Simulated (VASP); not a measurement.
# BaH (I-4m2) in VASP: further runs

The runs below take BaH through single point, with PBE.

Program: VASP 6.6.1. These are calculated values, not measurements. Logs are shortened: lines on timing, memory, paths and dates and some standing lists are left out, and cuts for length are marked.

## (1) The cell of the first run

Symmetry: F-43m, No. 216, cubic system. The conventional cell has a = 6.140 Å, b = 6.140 Å, c = 6.140 Å, α = 90.00°, β = 90.00°, γ = 90.00°. Ba (site symmetry -43m) is surrounded by 4 H at 2.66 Å. H (site symmetry -43m) is surrounded by 4 Ba at 2.66 Å.

The cell was built by a generator and needn't be a form met in nature.

## (2) Single point, PBE (species swapped into the AgI type (I-4m2, No. 119))

Contents of INCAR:

```
SYSTEM = BaH
PREC     = Accurate       ! precision mode
ENCUT    = 520            ! plane-wave cutoff, eV
EDIFF    = 1E-6           ! SCF threshold, eV
ISMEAR   = 0              ! smearing method
SIGMA    = 0.1            ! smearing width, eV
LREAL    = .False.        ! projectors in reciprocal space
LASPH    = .True.         ! aspherical terms in the spheres
NELM     = 100            ! most SCF steps
ALGO     = Fast           ! electronic algorithm
ISIF     = 2              ! what is computed and relaxed
LWAVE    = .False.        ! write WAVECAR
LCHARG   = .False.        ! write CHGCAR
GGA      = PE             ! functional
NBANDS   = 12             ! bands
```

Contents of KPOINTS:

```
regular mesh
0
Gamma
  18 18 18
  0 0 0
```

Contents of POSCAR:

```
BaH
1.0
   -2.1707922345      2.1707922345      3.0693842092
    2.1707922345     -2.1707922345      3.0693842092
    2.1707922345      2.1707922345     -3.0693842092
Ba H
1 1
Direct
    0.0000000000      0.0000000000      0.0000000000
    0.2500000000      0.7500000000      0.5000000000
```

Potentials or basis: VASP PAW PBE potentials, release 64 (Ba_sv, H).

Started as:

```bash
cat potpaw_PBE.64/Ba_sv/POTCAR potpaw_PBE.64/H/POTCAR > POTCAR
mpirun -np 1 vasp_std > vasp.out
```

OUTCAR:

```text
SYSTEM = BaH
   PREC = Accurate
   ENCUT = 520
   EDIFF = 1E-6
   ISMEAR = 0
   LREAL = .False.
   LASPH = .True.
   NELM = 100
   ISIF = 2
   GGA = PE

 ion  position               nearest neighbor table
   1  0.000  0.000  0.000-   2 2.66   2 2.66   2 2.66   2 2.66
   2  0.250  0.750  0.500-   1 2.66   1 2.66   1 2.66   1 2.66

  LATTYP: Found a body centered tetragonal cell.
 ALAT       =     4.3415844690
 C/A-ratio  =     1.4139465585

  Lattice vectors:

 A1 = (  -2.1707922345,   2.1707922345,   3.0693842092)
 A2 = (   2.1707922345,  -2.1707922345,   3.0693842092)
 A3 = (   2.1707922345,   2.1707922345,  -3.0693842092)

Analysis of symmetry for initial positions (statically):
=====================================================================
 Subroutine PRICEL returns:
 Original cell was already a primitive cell.

 Routine SETGRP: Setting up the symmetry group for a
 body centered tetragonal supercell.

 Subroutine GETGRP returns: Found  8 space group operations
 (whereof  8 operations were pure point group operations)
 out of a pool of 16 trial point group operations.

The static configuration has the point symmetry D_2d.

Analysis of symmetry for dynamics (positions and initial velocities):
=====================================================================
 Subroutine PRICEL returns:
 Original cell was already a primitive cell.

 Routine SETGRP: Setting up the symmetry group for a
 body centered tetragonal supercell.

 Subroutine GETGRP returns: Found  8 space group operations
 (whereof  8 operations were pure point group operations)
 out of a pool of 16 trial point group operations.

The dynamic configuration has the point symmetry D_2d.

 Subroutine INISYM returns: Found  8 space group operations
 (whereof  8 operations are pure point group operations),
 and found     1 'primitive' translations

----------------------------------------------------------------------------------------

                                     Primitive cell

  volume of cell :      57.8559

  direct lattice vectors                    reciprocal lattice vectors
    -2.170792234  2.170792234  3.069384209     0.000000000  0.230330656  0.162899124
     2.170792234 -2.170792234  3.069384209     0.230330656  0.000000000  0.162899124
     2.170792234  2.170792234 -3.069384209     0.230330656  0.230330656  0.000000000

  length of vectors
     4.341174642  4.341174642  4.341174642     0.282114048  0.282114048  0.325736738

  position of ions in fractional coordinates (direct lattice)
     0.000000000  0.000000000  0.000000000
     0.250000000  0.750000000  0.500000000

  ion indices of the primitive-cell ions
   primitive index   ion index
                 1           1
                 2           2

----------------------------------------------------------------------------------------

 KPOINTS: regular mesh

Automatic generation of k-mesh.
 Grid dimensions read from file:
 generate k-points for:   18   18   18

 Generating k-lattice:

  Cartesian coordinates                     Fractional coordinates (reciprocal lattice)
     0.000000000  0.012796148  0.009049951     0.055555556 -0.000000000  0.000000000
     0.012796148  0.000000000  0.009049951    -0.000000000  0.055555556  0.000000000
     0.012796148  0.012796148  0.000000000     0.000000000  0.000000000  0.055555556

  Length of vectors
     0.015673003  0.015673003  0.018096485

  Shift w.r.t. Gamma in fractional coordinates (k-lattice)
     0.000000000  0.000000000  0.000000000

 Subroutine IBZKPT returns following result:
 ===========================================

 Found    480 irreducible k-points:

 Following reciprocal coordinates:
            Coordinates               Weight
  0.000000  0.000000  0.000000      1.000000
  0.055556 -0.000000  0.000000      8.000000
  0.111111 -0.000000  0.000000      8.000000
  0.166667  0.000000  0.000000      8.000000
  0.222222  0.000000  0.000000      8.000000
  0.277778 -0.000000  0.000000      8.000000
[... 16 lines left out ...]
 -0.277778  0.055556 -0.000000     16.000000
 -0.222222  0.055556  0.000000     16.000000
 [... further k-points ...]
   k-points           NKPTS =    480   k-points in BZ     NKDIM =    480   number of bands    NBANDS=     12
   number of dos      NEDOS =    301   number of ions     NIONS =      2
   total plane-waves  NPLWV =  32768
   dimension x,y,z NGX =    32 NGY =   32 NGZ =   32
   dimension x,y,z NGXF=    64 NGYF=   64 NGZF=   64
   ions per type =               1   1
   NGX,Y,Z   is equivalent  to a cutoff of  12.25, 12.25, 12.25 a.u.
   NGXF,Y,Z  is equivalent  to a cutoff of  24.51, 24.51, 24.51 a.u.
 SYSTEM =  BaH
   PREC   = accura    normal or accurate (medium, high low for compatibility)
   ISTART =      0    job   : 0-new  1-cont  2-samecut
   ICHARG =      2    charge: 1-file 2-atom 10-const
   ISPIN  =      1    spin polarized calculation?
   LNONCOLLINEAR =      F non collinear calculations
   LSORBIT =      F    spin-orbit coupling
   LASPH  =      T    aspherical Exc in radial PAW
   ENCUT  =  520.0 eV  38.22 Ry    6.18 a.u.   8.07  8.07  8.07*2*pi/ulx,y,z
   NELM   =    100;   NELMIN=  2; NELMDL= -5     # of ELM steps
   EDIFF  = 0.1E-05   stopping-criterion for ELM
   LREAL  =      F    real-space projection
   EDIFFG = 0.1E-04   stopping-criterion for IOM
   NSW    =      0    number of steps for IOM
   IBRION =     -1    ionic relax: 0-MD 1-quasi-New 2-CG
   NFREE  =      0    steps in history (QN), initial steepest desc. (CG)
   ISIF   =      2    stress and relaxation
   ISYM   =      2    0-nonsym 1-usesym 2-fastsym
   POTIM  = 0.5000    time-step for ionic-motion
   TEBEG  =    0.0;   TEEND  =   0.0 temperature during run
   PSTRESS=    0.0 pullay stress
   NELECT =      11.0000    total number of electrons
   NUPDOWN=      -1.0000    fix difference up-down
   EMIN   =  10.00;   EMAX   =-10.00  energy-range for DOS
   EFERMI =   0.00;   METHOD = LEGACY
   ISMEAR =     0;   SIGMA  =   0.10  broadening in eV -4-tet -1-fermi 0-gaus
   EFERMI_NEDOS =   21; number of points for ismear=-14 and -15
   IALGO  =     68    algorithm
   IMIX   =      4    mixing-type and parameters
     AMIX     =   0.40;   BMIX     =  1.00
     AMIX_MAG =   1.60;   BMIX_MAG =  1.00
  volume/ion in A,a.u.               =      28.93       195.22
  Fermi-wavevector in a.u.,A,eV,Ry     =   0.941362  1.778915 12.056961  0.886162
  Thomas-Fermi vector in A             =   2.068865
   LORBIT       =      0    0 simple, 1 ext, 2 COOP (PROOUT), +10 PAW based schemes
   GGA     = PE    functional components
   LHFCALC =     F    Hartree Fock is set to
   AEXX    =    0.0000 exact exchange contribution
   IVDW    =     0    specifies the selected vdW correction
   LEPSILON=     F    determine dielectric tensor
   LRPA    =     F    only Hartree local field effects (RPA)
 non-spin polarized calculation
 RMM-DIIS sequential band-by-band and
 Gauss-broadening in eV      SIGMA  =   0.10
  energy-cutoff  :      520.00
  volume of cell :       57.86
 maximum number of plane-waves:      1588
   NGX = 17   NGY = 17   NGZ = 17

 number of electron      11.0000000 magnetization

 Free energy of the ion-electron system (eV)
  ---------------------------------------------------
  ext. energy  EPLUGINS =         0.00000000
  ---------------------------------------------------
  free energy    TOTEN  =        -5.75283974 eV

  energy without entropy =       -5.74075568  energy(sigma->0) =       -5.74679771

 E-fermi :   2.1305     XC(G=0):  -7.8921

 val. band max:        2.1262943220   @ k =  -0.1111   0.2222   0.0556
 cond. band min:       2.1370170599   @ k =  -0.3333   0.5000   0.2222
 fundamental gap:      0.0107227379
 Fermi energy:         2.1304984531

 k-point     1 :       0.0000    0.0000    0.0000
  band No.  band energies     occupation
      1     -26.4274      2.00000
      2     -11.3463      2.00000
      3     -11.3463      2.00000
      4     -11.3463      2.00000
      5      -2.6132      2.00000
      6       3.7822      0.00000
      7       3.8924      0.00000
      8       3.8924      0.00000
      9       3.8935      0.00000
     10       5.8318      0.00000
     11       5.8337      0.00000
     12      10.6386      0.00000

 k-point     2 :       0.0556   -0.0000    0.0000
  band No.  band energies     occupation
      1     -26.4255      2.00000
      2     -11.3693      2.00000
      3     -11.3489      2.00000
      4     -11.3489      2.00000
      5      -2.5674      2.00000
      6       3.2705      0.00000
      7       3.9231      0.00000
      8       3.9238      0.00000
      9       4.4684      0.00000
     10       5.7832      0.00000
     11       5.7851      0.00000
     12      10.2596      0.00000

 k-point     3 :       0.1111   -0.0000    0.0000
  band No.  band energies     occupation
      1     -26.4201      2.00000
      2     -11.4344      2.00000
      3     -11.3561      2.00000
      4     -11.3561      2.00000
      5      -2.4383      2.00000
      6       2.8011      0.00000
      7       4.0040      0.00000
      8       4.0048      0.00000
      9       5.1162      0.00000
     10       5.6710      0.00000
     11       5.6726      0.00000
     12       9.7629      0.00000
[... 286 lines left out ...]
 k-point    23 :      -0.2778    0.0556   -0.0000
  band No.  band energies     occupation
      1     -26.3928      2.00000
      2     -11.7270      2.00000
      3     -11.4039      2.00000
      4     -11.3926      2.00000
      5      -1.8827      2.00000
      6       2.1506      0.77660
      7       4.0585      0.00000
      8       4.1653      0.00000
      9       5.4417      0.00000
     10       6.0240      0.00000
     11       6.4578      0.00000
     12       9.6159      0.00000

 k-point    24 :      -0.2222    0.0556    0.0000
  band No.  band energies     occupation
      1     -26.4036      2.00000
      2     -11.6116      2.00000
      3     -11.3893      2.00000
      4     -11.3779      2.00000
      5      -2.0790      2.00000
      6       2.2412      0.11760
      7       4.1310      0.00000
      8       4.1763      0.00000
      9       5.2547      0.00000
     10       5.8507      0.00000
     11       6.1802      0.00000
     12       9.4778      0.00000

 [... further k-points ...]

------------------------ aborting loop because EDIFF is reached ----------------------------------------

  FORCE on cell =-STRESS in cart. coord.  units (eV):
  Direction    XX          YY          ZZ          XY          YZ          ZX
  --------------------------------------------------------------------------------------
  -------------------------------------------------------------------------------------
  Total        0.0965284      0.0965284      0.0972017      0.0000000      0.0000000      0.0000000
  in kB        2.6731156      2.6731156      2.6917609      0.0000000      0.0000000      0.0000000
  external PRESSURE =       2.6793307 kB  Pullay stress =       0.0000000 kB

 VOLUME and BASIS-vectors are now :
 -----------------------------------------------------------------------------
  energy-cutoff  :      520.00
  volume of cell :       57.86
      direct lattice vectors                 reciprocal lattice vectors
    -2.170792234  2.170792234  3.069384209     0.000000000  0.230330656  0.162899124
     2.170792234 -2.170792234  3.069384209     0.230330656  0.000000000  0.162899124
     2.170792234  2.170792234 -3.069384209     0.230330656  0.230330656  0.000000000

 POSITION                                       TOTAL-FORCE (eV/Angst)
 -----------------------------------------------------------------------------------
      0.00000      0.00000      0.00000        -0.000000      0.000000      0.000000
      2.17079      0.00000      1.53469         0.000000     -0.000000     -0.000000
 -----------------------------------------------------------------------------------
    total drift:                                0.000000     -0.000000      0.000000

  FREE ENERGIE OF THE ION-ELECTRON SYSTEM (eV)
  ---------------------------------------------------
  free  energy   TOTEN  =        -5.7528397406 eV

  energy  without entropy=       -5.7407556809  energy(sigma->0) =       -5.74679771
```

Run time: 2.4 min. Hardware: 1 thread of Intel Xeon Platinum 8488C (Sapphire Rapids), shared host; peak memory 0.46 GiB.

Results:

```
Free energy            : -5.7528 eV
Pressure               : 0.3 GPa
Band gap on the k mesh : none (metal or under the smearing width)
```

Spin-orbit coupling is left out, which matters for the levels of Ba.

## (3) Single point, PBE (species swapped into the AgI type (I-4m2, No. 119))

Contents of INCAR:

```
PREC = Accurate ; ENCUT = 520
EDIFF = 1E-6 ; ISMEAR = 0
SIGMA = 0.1 ; LREAL = F
LASPH = T ; NELM = 100
ALGO = Fast ; ISIF = 2
LWAVE = F ; LCHARG = F
GGA = PE ; NBANDS = 12
```

Contents of KPOINTS:

```
Automatic mesh
0
Gamma
  18 18 18
```

POSCAR is that of step 2.

Potentials or basis: VASP PAW PBE potentials, release 64 (Ba_sv, H).

Started as:

```bash
cat potpaw_PBE.64/Ba_sv/POTCAR potpaw_PBE.64/H/POTCAR > POTCAR
mpirun -np 1 vasp_std > vasp.out
```

Run time: 3.2 min. Hardware: 1 thread of Intel Xeon Platinum 8488C (Sapphire Rapids), shared host; peak memory 0.46 GiB.

Results (log left out):

```yaml
Free_energy: -5.7528 eV
Pressure: 0.3 GPa
Band_gap_on_the_k_mesh: none (metal or under the smearing width)
```

Levels at points of the mesh, in eV from the Fermi level:
```
           k point  band 3  band 4  band 5  band 6  band 7  band 8  band 9  band 10
(0.00, 0.00, 0.00)  -13.48  -13.48   -4.74    1.65    1.76    1.76    1.76     3.70
(0.50, 0.00, 0.00)  -13.56  -13.56   -3.71    0.63    1.68    1.68    3.98     4.99
(0.50, 0.50, 0.00)  -13.70  -13.70   -3.38   -0.92    1.22    5.08    5.31     5.31
(0.50, 0.50, 0.50)  -13.70  -13.70   -3.38   -0.92    1.22    5.08    5.31     5.31
```
